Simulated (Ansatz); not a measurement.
Relaxed NaBr (rock salt):

```yaml
crystal:
  lattice:
    - [0.00000, 5.94759, 5.94759]
    - [2.97379, 0.00000, 2.97379]
    - [2.97379, 2.97379, 0.00000]
  atoms:
    - { symbol: Br, position: [0.00000, 0.00000, 0.00000] }
    - { symbol: Br, position: [0.50000, 0.00000, 0.00000] }
    - { symbol: Na, position: [0.25000, 0.50000, 0.50000] }
    - { symbol: Na, position: [0.75000, 0.50000, 0.50000] }
```

Scan: atom 4 (Na, nearest neighbour Br at 2.974 Å; its periodic images, 4.2 Å or more away, move with it) is displaced along Cartesian z, direction (0.000, 0.000, 1.000) in Cartesian axes, by s. The other atoms stay.

Level of theory: r2SCAN (plane waves to 500 eV, PAW, scalar-relativistic; Ansatz, a program for electronic structure). k mesh 4×8×8 (Γ-centred), Fermi-Dirac smearing 0.05 eV. The energy includes the smearing's −TS. NaBr was relaxed with its symmetry unable to fall. ΔE is measured from the undisplaced structure.

Successive frames, forces in eV/Å:

```tsv
frame	ΔE (eV/cell)	F on Br1	F on Br2	F on Na3	F on Na4
s = 0.300 Å	0.0850	(0.008, -0.008, 0.444)	(-0.007, 0.007, 0.078)	(-0.097, 0.097, 0.115)	(0.097, -0.097, -0.638)
s = 0.240 Å	0.0520	(0.005, -0.005, 0.301)	(-0.005, 0.005, 0.075)	(-0.078, 0.078, 0.092)	(0.078, -0.078, -0.469)
s = 0.180 Å	0.0282	(0.003, -0.003, 0.191)	(-0.003, 0.003, 0.068)	(-0.058, 0.058, 0.069)	(0.058, -0.058, -0.328)
s = 0.120 Å	0.0122	(0.001, -0.001, 0.108)	(-0.001, 0.001, 0.054)	(-0.039, 0.039, 0.046)	(0.039, -0.039, -0.208)
```

**Question.** What are the energy and the forces in the next frame, s = 0.060 Å?

**Answer.** ΔE (eV/cell) = 0.0030.

| atom | Fx | Fy | Fz |
|---|---|---|---|
| Br1 | 0.000 | 0.000 | 0.045 |
| Br2 | 0.000 | 0.000 | 0.032 |
| Na3 | -0.019 | 0.019 | 0.023 |
| Na4 | 0.019 | -0.019 | -0.101 |

(A displaced cell: forces are minus the slopes of the energy, force constants its curvatures, and phonons follow from these.)
